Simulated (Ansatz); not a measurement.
**Elastic constants of HfS2 at 22 GPa (stress–strain coefficients): input and output**

Theory: DFT PBE+D3(BJ), scalar-relativistic, plane waves, PAW in Ansatz 0.2.0.

Launched with:
```bash
ansatz run input.yaml --threads 1 --pin off --max-ram 3072MiB --backend cpu --events-out ev --progress --plain --runs-dir out
```

Input (bare energies are in eV):
```yaml
crystal:
  lattice:
    - [3.3394999842, 0.0, 0.0]
    - [-1.6697499921, 2.8920918223, 0.0]
    - [0.0, 0.0, 5.1322244243]
  atoms:
    - { symbol: Hf, position: [0.0, 0.0, 0.0] }
    - { symbol: S, position: [0.6666666667, 0.3333333333, 0.7059665663] }
    - { symbol: S, position: [0.3333333333, 0.6666666667, 0.2940334337] }
basis:
  ecutwfc: 420
kpoints:
  mp_grid: { grid: [12, 12, 8] }
hamiltonian:
  xc: pbe
  dispersion: d3bj
scf:
  occupations: { method: fermi_dirac, width: 0.15 }
output:
  forces: true
  stress: true
  eigenvalues: true
elastic:
  mode: relaxed_ion
  amplitude: 0.005
  stencil: two_point
```

From the output:
```
--- Elastic constants: 3 strain directions × 2 members + reference (group order 12) ---
  dense FFT box of the reference and of every strained cell: 24×24×36
  strains applied: 11, 33, 23; error gains: componentwise 1.00 (the most a stress slope's error grows in a printed constant), spectral 1.41 (1 for all six strains in a standard setting)
  pairwise dispersion correction: d3bj (s6 = 1.0, s8 = 0.7875, a1 = 0.4289, a2_bohr = 4.4407), with the weights of each atom's references fixed at the reference crystal's, and the forces and stress that the weights' published response gives ...
  reference relaxed by the batch: 3 steps; max|allowed force component| 5.69e-4 eV/Å at the deck's positions, 4.10e-8 at the last accepted step, 1.00e-8 by the solve of record
  largest displacement 2.7e-5 Å; the constants are those of the deck's cell at these positions:
  atoms:
    - { symbol: Hf, position: [-1.475130059504007e-35, -3.6707064454127315e-36, 0.0] }
    - { symbol: S, position: [0.6666666666666665, 0.33333333333333337, 0.7059612373861256] }
    - { symbol: S, position: [0.33333333333333337, 0.6666666666666667, 0.29403876261387446] }
  C = ∂σ_k/∂η_j (tension-positive GPa; Voigt order 11 22 33 23 13 12):
       225.019     64.694     86.900    -25.653     -0.000      0.000
        64.694    225.019     86.900     25.653      0.000     -0.000
        86.873     86.873    281.364      0.000     -0.000     -0.000
       -25.653     25.653      0.000     71.366     -0.000      0.000
         0.000      0.000      0.000     -0.000     71.366    -25.653
         0.000      0.000      0.000      0.000    -25.653     80.162
  reference stress σ⁰ (GPa):    -21.995    -21.995    -21.994      0.000     -0.000     -0.000
  C* (energy form; C + prestress term) asymmetry max|C*_kj − C*_jk| = 2.643e-2 GPa — a small one proves nothing (zero by symmetry where the batch's group is 432, −43m or m−3m); a large one is finite-difference/SCF noise where every solve ...
  moduli (Voigt/Reuss/Hill, GPa): K = 134.26/131.54/132.90   G = 77.44/69.46/73.45   E = 186.07   ν = 0.267
  mechanically stable: yes (min eigenvalue of sym C = 49.74 GPa)
  strain η (Voigt 11):  stress-route row diagonal C_11 = 225.02 GPa, energy-path curvature d²(F+E_count+ΔE)/dδ²/Ω₀ = 225.04 GPa
         δ    σ_11 (GPa) F (eV) n_scf n_hpsi n_pw
    -5.000e-3     -23.1293      -17530.3425769      10  139304   1002   relax 4 steps, max|allowed force component| 2.84e-5 eV/Å
     5.000e-3     -20.8791      -17530.4106290      10  139031   1007   relax 3 steps, max|allowed force component| 9.14e-6 eV/Å
  strain η (Voigt 33):  stress-route row diagonal C_33 = 281.36 GPa, energy-path curvature d²(F+E_count+ΔE)/dδ²/Ω₀ = 281.37 GPa
         δ    σ_33 (GPa) F (eV) n_scf n_hpsi n_pw
    -5.000e-3     -23.4273      -17530.3423519      10   56676   1002   relax 3 steps, max|allowed force component| 8.36e-7 eV/Å
     5.000e-3     -20.6137      -17530.4104178      10   56771   1007   relax 3 steps, max|allowed force component| 2.13e-6 eV/Å
  strain η (Voigt 23):  stress-route row diagonal C_44 = 71.37 GPa, energy-path curvature d²(F+E_count+ΔE)/dδ²/Ω₀ = 82.39 GPa
         δ    σ_23 (GPa) F (eV) n_scf n_hpsi n_pw
    -5.000e-3      -0.3594      -17530.3771527       8  130100   1007   relax 4 steps, max|allowed force component| 2.37e-6 eV/Å
     5.000e-3       0.3542      -17530.3771556      10  141407   1007   relax 3 steps, max|allowed force component| 1.34e-5 eV/Å
```

It took 3.1 min on 1 thread of AMD EPYC 9R45 96-Core Processor (Zen 5) (shared host), peak memory 0.68 GiB.

In a metal, frequencies and elastic constants depend on the k mesh and the smearing, soft modes and shear constants most. Spin–orbit coupling is left out, which matters for heavy elements. Other phases may be more stable at this pressure. A semilocal functional can close a gap that the real compound has.